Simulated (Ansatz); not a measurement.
## Perturbing Bi2S3

Base: a COD entry whose atoms were relaxed with PBE, the cell held.

```yaml
crystal:
  lattice:
    - [11.34500, 0.00000, 0.00000]
    - [0.00000, 3.99400, 0.00000]
    - [0.00000, 0.00000, 11.19300]
  atoms:
    - { symbol: Bi, position: [0.48665, 0.25000, 0.32507] }
    - { symbol: Bi, position: [0.01335, 0.75000, 0.82507] }
    - { symbol: Bi, position: [0.98665, 0.25000, 0.17493] }
    - { symbol: Bi, position: [0.51335, 0.75000, 0.67493] }
    - { symbol: Bi, position: [0.33875, 0.75000, 0.03200] }
    - { symbol: Bi, position: [0.16125, 0.25000, 0.53200] }
    - { symbol: Bi, position: [0.83875, 0.75000, 0.46800] }
    - { symbol: Bi, position: [0.66125, 0.25000, 0.96800] }
    - { symbol: S, position: [0.28446, 0.25000, 0.19216] }
    - { symbol: S, position: [0.21554, 0.75000, 0.69216] }
    - { symbol: S, position: [0.78446, 0.25000, 0.30784] }
    - { symbol: S, position: [0.71554, 0.75000, 0.80784] }
    - { symbol: S, position: [0.54977, 0.75000, 0.12916] }
    - { symbol: S, position: [0.95023, 0.25000, 0.62916] }
    - { symbol: S, position: [0.04977, 0.75000, 0.37084] }
    - { symbol: S, position: [0.45023, 0.25000, 0.87084] }
    - { symbol: S, position: [0.37796, 0.75000, 0.44378] }
    - { symbol: S, position: [0.12204, 0.25000, 0.94378] }
    - { symbol: S, position: [0.87796, 0.75000, 0.05622] }
    - { symbol: S, position: [0.62204, 0.25000, 0.55622] }
```

Sites (sets of like atoms) are named by element and the number of their first atom in this list.

Computed with Ansatz: DFT, PBE, plane waves and PAW, scalar-relativistic, 420 eV cutoff, Γ-centred 3×7×3 k-points, Fermi–Dirac smearing 0.02 eV.

Gradients in 10²¹ V/m², for some of the sites:

| site | atoms | V_zz base | η base | V_zz variant | η variant |
| --- | --- | --- | --- | --- | --- |
| Bi1 | 1 | 7.66 | 0.99 | -7.77 | 0.98 |
| Bi2 | 2 | 7.66 | 0.99 | 7.45 | 0.99 |
| Bi3 | 3 | 7.66 | 0.99 | -8.70 | 0.84 |
| Bi4 | 4 | 7.66 | 0.99 | -9.29 | 0.55 |
| Bi5 | 5 | -19.52 | 0.08 | -20.1 | 0.08 |
| Bi6 | 6 | -19.52 | 0.08 | -20.4 | 0.07 |
| Bi7 | 7 | -19.52 | 0.08 | -19.24 | 0.07 |
| Bi8 | 8 | -19.52 | 0.08 | -18.15 | 0.11 |
| S9 | 9 | -2.67 | 0.34 | -2.79 | 0.33 |
| S11 | 11 | -2.67 | 0.34 | -2.67 | 0.42 |
| S15 | 15 | 4.24 | 0.94 | -3.81 | 0.90 |
| S16 | 16 | 4.24 | 0.94 | -3.93 | 0.90 |
| S17 | 17 | -8.90 | 0.16 | -8.57 | 0.21 |
| S20 | 20 | -8.90 | 0.16 | -9.17 | 0.06 |

Problem. Which change was made?
A. volume scaled by 1.01, ions relaxed
B. z stretched by 2 %, ions relaxed
C. volume scaled by 0.96, ions relaxed
D. atom 20 (S) moved by 0.15 Å along (0.150, 0.000, 0.000) Å

Solution. D. It leaves 20 symmetry-distinct sites where the base has 5, which no other option does. The largest change of V_zz along a kept axis is on Bi8, from -19.52 to -18.15. The whole tensor moves most on Bi4, by 4.40 along its most changed direction. In per cent, |V_zz| changes by -7 to +4 on Bi, -4 to +4 on S (all sites that start above 0.5, bar those whose gradient vanishes or changes sign or whose main axis turns by over 40°). On Bi4, Bi3, Bi1, S16, S15 the largest principal value lies along another axis in the second run, so the two V_zz can't be compared directly. The table leaves out 6 of the 20 sites, with |V_zz| up to 8.93; their tensors move by 0.20 at most along any direction. The statements above cover all sites.

Spin–orbit coupling is left out, which shifts gradients on Bi by a few per cent, and by more where contributions nearly cancel.
For the variant: The atoms aren't relaxed after the move (largest force 0.8 eV/Å).
